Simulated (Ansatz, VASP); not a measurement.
Given: the input of a run of Ansatz 0.2.0 on Os (Osmium). 

The input input.yaml:

```yaml
crystal:
  lattice:
    - [2.7341, 0.0, 0.0]
    - [-1.36705, 2.3678000565, 0.0]
    - [0.0, 0.0, 4.3197]
  atoms:
    - { symbol: Os, position: [0.6666666667, 0.3333333333, 0.75] }
    - { symbol: Os, position: [0.3333333333, 0.6666666667, 0.25] }
hamiltonian:
  xc: r2scan
  pseudopotentials: { kind: paw }
  dispersion: d3bj
kpoints:
  mp_grid: { grid: [11, 11, 6] }
scf:
  occupations: { method: fermi_dirac, width: 0.05 }
output:
  forces: true
  stress: true
relax:
  f_tol: 0.01
  max_steps: 40
  cell: { stress_tol: 0.05 }
```

Potentials or basis: Ansatz PAW.

Run with:

```bash
$ ansatz run input.yaml --threads 2 --pin off --max-ram 5120MiB --backend cpu --events-out ev --progress --plain --runs-dir out
```

Problem. Set up the same calculation for VASP 6.6.1. Potentials or basis there: PBE PAW files Os, 600 eV.

Solution. As run (cutoffs and basis follow the program's own potentials, and thresholds, step limits or extra output files can differ):

INCAR

```
SYSTEM = Os
PREC     = Accurate       ! precision mode
ENCUT    = 600            ! plane-wave cutoff, eV
EDIFF    = 1E-6           ! SCF threshold, eV
ISMEAR   = -1             ! smearing method
SIGMA    = 0.05           ! smearing width, eV
LREAL    = .FALSE.        ! projectors in reciprocal space
LASPH    = .TRUE.         ! aspherical terms in the spheres
NELM     = 60             ! most SCF steps
ALGO     = Normal         ! electronic algorithm
ISIF     = 3              ! what is computed and relaxed
LWAVE    = .FALSE.        ! write WAVECAR
LCHARG   = .FALSE.        ! write CHGCAR
METAGGA  = R2SCAN         ! meta-GGA
LMIXTAU  = .TRUE.       
IVDW     = 12             ! dispersion correction
VDW_S6   = 1.0          
VDW_S8   = 0.78981345   
VDW_A1   = 0.49484001   
VDW_A2   = 5.73083694   
IBRION   = 2              ! ionic algorithm
NSW      = 40             ! ionic steps
EDIFFG   = -0.005         ! ionic threshold
```

KPOINTS

```
Automatic mesh
0
G
  11 11 6
  0 0 0
```

File POSCAR:

```
Os
1.0
    2.7341000000      0.0000000000      0.0000000000
   -1.3670500000      2.3678000565      0.0000000000
    0.0000000000      0.0000000000      4.3197000000
Os
2
Direct
    0.6666666667      0.3333333333      0.7500000000
    0.3333333333      0.6666666667      0.2500000000
```

Potentials or basis: VASP PAW PBE potentials, release 64 (Os).

Run with:

```console
$ cat potpaw_PBE.64/Os/POTCAR > POTCAR
$ mpirun -np 1 vasp_std > vasp.out
```

Both were run:

|  | Ansatz | VASP |
| --- | --- | --- |
| Relaxed volume | 13.90 Å³/atom | 13.94 Å³/atom |
| Relaxed cell | a = 2.729 Å, b = 2.729 Å, c = 4.310 Å, α = 90.00°, β = 90.00°, γ = 120.00° | a = 2.732 Å, b = 2.732 Å, c = 4.313 Å, α = 90.00°, β = 90.00°, γ = 120.00° |
| Space group after relaxing | P6_3/mmc (No. 194) | P6_3/mmc (No. 194) |
| Pressure after relaxing | 0.0 GPa | 0.0 GPa |

Ansatz's pressure holds a Pulay term of +0.11 GPa for its cutoff of 500 eV, which the other run lacks.

The potentials hold 32 and 16 valence electrons a cell.

Ansatz's potentials were made for PBE. VASP's potentials were made for PBE.

Where Ansatz's input types no cutoff or centring, it takes its own default and a Γ-centred mesh.

Pressure is positive in compression.
